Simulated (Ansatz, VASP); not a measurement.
**One calculation of Ba3HfO, two programs**

```
Ba Hf O
1.0
     6.55925    0.00000    0.00000
     0.00000    6.55925    0.00000
     0.00000    0.00000    4.13063
Ba Hf O
3 1 1
Direct
  0.50000 0.00000 0.50000
  0.00000 0.50000 0.50000
  0.00000 0.00000 0.00000
  0.50000 0.50000 0.00000
  0.50000 0.50000 0.50000
```

Alike in both runs: functional PBE; k mesh 4 × 4 × 4; occupations gaussian, width 0.1 eV; no spin polarisation.

Ansatz relaxed the structure, and its values are those at the end. VASP's run is a single point on that final structure, the one shown.

|  | VASP | Ansatz |
| --- | --- | --- |
| version | VASP 6.6.1 | Ansatz 0.2.0 |
| potentials or method | VASP PAW PBE potentials, release 64 (Ba_sv, Hf_pv, O) | scalar-relativistic, plane waves, PAW |
| plane-wave cutoff (eV) | 520 | 420 |
| valence electrons in the cell | 46 | 62 |

```csv
,VASP,Ansatz,Ansatz less VASP
gap on the k mesh at the Fermi level (eV),none,none,-
pressure (GPa),0.1,0.1,-0.06
```

A gap of «none» marks a metal or a gap that the smearing closes. The two sets of potentials don't hold the same shells in valence.

Caveats: the k mesh is coarse (spacing up to 0.38 Å⁻¹), so the values aren't converged. The runs have no spin-orbit coupling, so splittings on Ba, Hf are missing.
